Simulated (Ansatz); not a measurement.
# What DFT gives for TiPbO3

```
Pb Ti O
1.0
     4.02642    4.02642    0.00000
     4.02642   -4.02642    0.00000
     0.00000    0.00000    4.02642
Pb Ti O
2 2 6
Direct
  0.00000 0.00000 0.00000
  0.50000 0.50000 0.00000
  0.00000 0.50000 0.50000
  0.50000 0.00000 0.50000
  0.00000 0.50000 0.00000
  0.50000 0.00000 0.00000
  0.25000 0.25000 0.50000
  0.75000 0.75000 0.50000
  0.25000 0.75000 0.50000
  0.75000 0.25000 0.50000
```

Level: r2SCAN, with U_eff = 1.66 eV on Ti d (all-electron-ortho-atomic projectors), no spin polarisation; 500 eV; 5×5×6 Γ-centred mesh; gaussian occupations (width 0.0568 eV); Ansatz 0.2.0, fixed geometry.

**Question.** What do density and ELF say about some of the short contacts?

**Answer.** Ti–O at 2.01 Å: least valence density 0.61 e/Å³ and ELF 0.20 there. Pb–O at 2.85 Å: least valence density 0.15 e/Å³ and ELF 0.09 there, a closed-shell (ionic or weak) contact. These are pseudo-fields; inside the PAW spheres they differ from the all-electron ones.

**Question.** Which element gives electrons and which takes them?

**Answer.** Bader charges in e: Ti +2.40, Pb +1.44, O -1.28. In the mean Ti gives up most and O takes most.

**Question.** Is there a gap, and of what kind?

**Answer.** The gap is 2.18 eV, indirect (the least direct gap found is 2.19 eV). A semilocal functional usually gives too small a gap.

**Question.** Is the cell too large or too small?

**Answer.** The pressure is -10.9 GPa (compression positive), so with the atoms held at these fractions the cell would first shrink.

Origin: a database entry at a rescaled volume. Caveats: no spin-orbit coupling, which can shift this gap by tenths of an eV; atoms or cell far from equilibrium.
